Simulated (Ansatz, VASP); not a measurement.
Two plane-wave programs on BN

```xyz
2
Lattice="0.0000 1.7707 1.8193 1.7707 0.0000 1.8193 1.7707 1.7707 0.0000" Properties=species:S:1:pos:R:3 pbc="T T T"
B     0.0000    0.0000    0.0000
N     0.8854    0.8854    0.9097
```

Change from the starting cell: epitaxial_xy strain -1.9%.

Alike in both runs: task single point; functional r2SCAN; k mesh 12 × 12 × 12; no spin polarisation.

|  | VASP | Ansatz |
| --- | --- | --- |
| version | VASP 6.6.1 | Ansatz 0.2.0 |
| potentials or method | VASP PAW PBE potentials, release 64 (B, N) | plane waves, PAW |
| plane-wave cutoff (eV) | 520 | 500 |
| occupations | gaussian, width 0.01 eV | fixed |
| valence electrons in the cell | 8 | 8 |

VASP gave:

* gap on the k mesh at the Fermi level (eV): 4.76
* pressure (GPa): 13.7
* largest component of the traceless stress (GPa): 12.49

Question: Which values does Ansatz return?

Answer: gap on the k mesh at the Fermi level (eV): 4.78; pressure (GPa): 12.5; largest component of the traceless stress (GPa): 12.52.

Caveats: the PAW data sets were made with another functional, which shifts forces and pressure a little (VASP). A k mesh can miss the band edges.
